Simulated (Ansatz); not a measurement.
Something may be wrong with this Ansatz 0.2.0 calculation of SiNi3.

File input.yaml:

```yaml
crystal:
  lattice:
    - [1.2928041287, 0.7464008117, 7.661989331]
    - [-1.2928041287, 0.7464008117, 7.661989331]
    - [0.0, -1.4928016234, 7.661989331]
  atoms:
    - { symbol: Ni, position: [0.254733, 0.254733, 0.254733] }
    - { symbol: Ni, position: [0.5, 0.5, 0.5] }
    - { symbol: Ni, position: [0.745267, 0.745267, 0.745267] }
    - { symbol: Si, position: [0.0, 0.0, 0.0] }
hamiltonian:
  xc: pbesol
  pseudopotentials: { kind: paw }
kpoints:
  mp_grid: { grid: [12, 12, 12] }
scf:
  occupations: { method: fermi_dirac, width: 0.05 }
  max_iter: [1, 2]
output:
  forces: true
  stress: true
  eigenvalues: true
```

Potentials or basis: Ansatz PAW.

Command:

```console
$ ansatz run input.yaml --threads 2 --pin off --max-ram 5632MiB --backend cpu --events-out ev --progress --plain --runs-dir out
```

Output:

```text
Error: YAML parse error: error: line 18 column 13: expected string scalar
  --> <input>:18:13
   |
16 | scf:
17 |   occupations: { method: fermi_dirac, width: 0.05 }
18 |   max_iter: [1, 2]
   |             ^ expected string scalar
19 | output:
20 |   forces: true
   |
```

How did it end, and where is the flaw?

The input was rejected before any iteration. The input holds a flaw that was put in on purpose: a value of the wrong type.

A sound run on the same cell differs in these lines of the main input:
```diff
@@ -18 +17,0 @@
-  max_iter: [1, 2]
```
